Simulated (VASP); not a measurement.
**MgS in VASP 6.6.1, single-point calculation**

INCAR

```
NELM = 120
NSW = 0
ISMEAR = -1
LCHARG = .FALSE.
LWAVE = .FALSE.
EDIFF = 1E-7
ISIF = 2
LASPH = .TRUE.
NBANDS = 11
SIGMA = 0.02
GGA = RP
ENCUT = 520
PREC = Single
LREAL = .FALSE.
IBRION = -1
ISYM = 0
```

KPOINTS

```
KPOINTS created by Atomic Simulation Environment
0
Gamma
4 4 4
0 0 0
```

POSCAR

```
Mg S
 1.0000000000000000
     0.0000000000000000    2.8308768411999998    2.7459505360000001
     2.8308768411999998    0.0000000000000000    2.7459505360000001
     2.8308768411999998    2.8308768411999998    0.0000000000000000
 Mg  S
   1   1
Cartesian
  0.0000000000000000  0.0000000000000000  0.0000000000000000
  1.4154384205999999  1.4154384205999999  1.3729752680000000
```

The recommended PBE PAW datasets give the neutral cell 8 valence electrons.

Command

```
mpirun -np 1 vasp_std
```

Question: Predict the outcome of this run.

Answer: It converged. Results: gap between bands v and c on the k mesh 3.77 eV; least direct gap on the k mesh 3.77 eV; pressure 4.7 GPa. Band v is the last that the valence electrons fill when counted band by band, and c is the next.

OSZICAR

```
N       E                     dE             d eps       ncg     rms          rms(c)
DAV:   1     0.262116676359E+02    0.26212E+02   -0.34969E+03   792   0.585E+02
DAV:   2    -0.652326629118E+01   -0.32735E+02   -0.31782E+02   995   0.103E+02
DAV:   3    -0.843026260922E+01   -0.19070E+01   -0.19038E+01   968   0.267E+01
DAV:   4    -0.844554964929E+01   -0.15287E-01   -0.15285E-01   984   0.289E+00
DAV:   5    -0.844573440960E+01   -0.18476E-03   -0.18476E-03   956   0.312E-01    0.477E+00
DAV:   6    -0.796952733521E+01    0.47621E+00   -0.11202E+00   843   0.408E+00    0.381E+00
DAV:   7    -0.794167774774E+01    0.27850E-01   -0.30747E-01   936   0.236E+00    0.285E+00
DAV:   8    -0.795765828638E+01   -0.15981E-01   -0.44986E-02   867   0.124E+00    0.166E+00
DAV:   9    -0.795676633609E+01    0.89195E-03   -0.33306E-03   903   0.284E-01    0.484E-01
DAV:  10    -0.795724020067E+01   -0.47386E-03   -0.98291E-04   912   0.155E-01    0.146E-01
DAV:  11    -0.795732062467E+01   -0.80424E-04   -0.20425E-04   933   0.658E-02    0.884E-02
DAV:  12    -0.795732788801E+01   -0.72633E-05   -0.31649E-05   906   0.278E-02    0.140E-02
DAV:  13    -0.795732816188E+01   -0.27387E-06   -0.12693E-06  1023   0.635E-03    0.196E-03
DAV:  14    -0.795732821082E+01   -0.48936E-07   -0.11248E-07   918   0.197E-03
   1 F= -.79573282E+01 E0= -.79573282E+01  d E =-.389571E-12
```

Standard output (part)

```
POSCAR found type information on POSCAR MgS
 POSCAR found :  2 types and       2 ions
 LDA part: xc-table for (Slater+PW92), standard interpolation
 POSCAR, INCAR and KPOINTS ok, starting setup
 WAVECAR not read
 entering main loop
```

For comparison, a separate PBE run of the intended cell, on usual settings and not on those above, gives a gap of 3.56 eV on its mesh and a pressure of 2.8 GPa.
